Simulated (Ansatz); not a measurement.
AlCu3: hydrostatic pressure series

All numbers below come from DFT r2SCAN, scalar-relativistic, plane waves, PAW (Ansatz). Run with 500 eV cutoff, 12×12×8 k-mesh, Gaussian smearing of 0.10 eV, no spin polarisation.

Starting point, cell and atoms relaxed:

```xyz
8
Lattice="5.1551 0.0000 0.0000 -2.5776 4.4645 0.0000 0.0000 0.0000 4.1887" Properties=species:S:1:pos:R:3 pbc="T T T"
Al    2.5776    1.4882    1.0472
Al    0.0000    2.9763    3.1415
Cu    1.2795    0.7387    3.1415
Cu    3.8757    0.7387    3.1415
Cu    2.5776    2.9871    3.1415
Cu    1.2981    3.7258    1.0472
Cu   -1.2981    3.7258    1.0472
Cu    0.0000    1.4774    1.0472
```

Cell and atoms are relaxed at each pressure within the symmetry of the start, at zero temperature, so transitions that lower the symmetry aren't seen. The k-mesh given is that at zero pressure and may differ at others. a, b and c are the lengths of the cell vectors above.

| P (GPa) | V (Å³/atom) | V/V0 | a (Å) | b (Å) | c (Å) |
| --- | --- | --- | --- | --- | --- |
| -1 | 12.13 | 1.007 | 5.167 | 5.167 | 4.198 |
| 0 | 12.05 | 1.000 | 5.155 | 5.155 | 4.189 |
| 1 | 11.97 | 0.994 | 5.144 | 5.144 | 4.180 |
| 4 | 11.75 | 0.975 | 5.112 | 5.112 | 4.154 |
| 12 | 11.27 | 0.935 | 5.040 | 5.040 | 4.096 |
| 25 | 10.65 | 0.884 | 4.947 | 4.947 | 4.021 |

Q: What bulk modulus and pressure derivative fit these points?

A: A third-order Birch–Murnaghan fit gives B0 = 152 GPa and B0' = 4.7.